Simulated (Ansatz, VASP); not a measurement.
**One calculation of HfN, two programs**

```xyz
2
Lattice="0.0000 2.4548 2.4548 2.4548 0.0000 2.4548 2.4548 2.4548 0.0000" Properties=species:S:1:pos:R:3 pbc="T T T"
Hf    0.0000    0.0000    0.0000
N     1.2274    1.2274    1.2274
```

The cell comes from a database or a generator and needn't be the stable form of this composition.

Alike in both runs: task relaxation of cell and atoms; functional LDA; k mesh 9 × 9 × 9; occupations fermi-dirac, width 0.05 eV; no spin polarisation; Hubbard terms Hf d U = 8.0 eV.

|  | VASP | Ansatz |
| --- | --- | --- |
| version | VASP 6.6.1 | Ansatz 0.2.0 |
| potentials or method | VASP PAW LDA potentials, release 64 (Hf_pv, N) | Ansatz PAW |
| plane-wave cutoff (eV) | 600 | 420 |
| valence electrons in the cell | 15 | 31 |

VASP gave:

| Item | Value |
| --- | --- |
| gap on the k mesh at the Fermi level, each at its own relaxed structure (eV) | none |
| relaxed volume (Å³/atom) | 15.84 |
| relaxed cell length with the largest relative difference (Å) | 3.552 |
| energy change over the relaxation (meV/atom) | -43 |

Q: Which values does Ansatz return?

A: gap on the k mesh at the Fermi level, each at its own relaxed structure (eV): none; relaxed volume (Å³/atom): 15.02; relaxed cell length with the largest relative difference (Å): 3.489; energy change over the relaxation (meV/atom): -2.

The programs project onto different local orbitals, so the same U acts differently. A gap of «none» marks a metal or a gap that the smearing closes. The two sets of potentials don't hold the same shells in valence.

Caveats: U without spin polarisation on a metal has little footing; the plane-wave basis is chosen anew once the cell has moved, so the energies of steps on either side of that aren't comparable (Ansatz); the pressure holds a Pulay correction of +0.5 GPa for the finite cutoff (Ansatz); the PAW data sets come from PBE, with cores solved anew for the run's functional, which leaves a small shift of forces and pressure (Ansatz). The runs have no spin-orbit coupling, so splittings on Hf are missing.
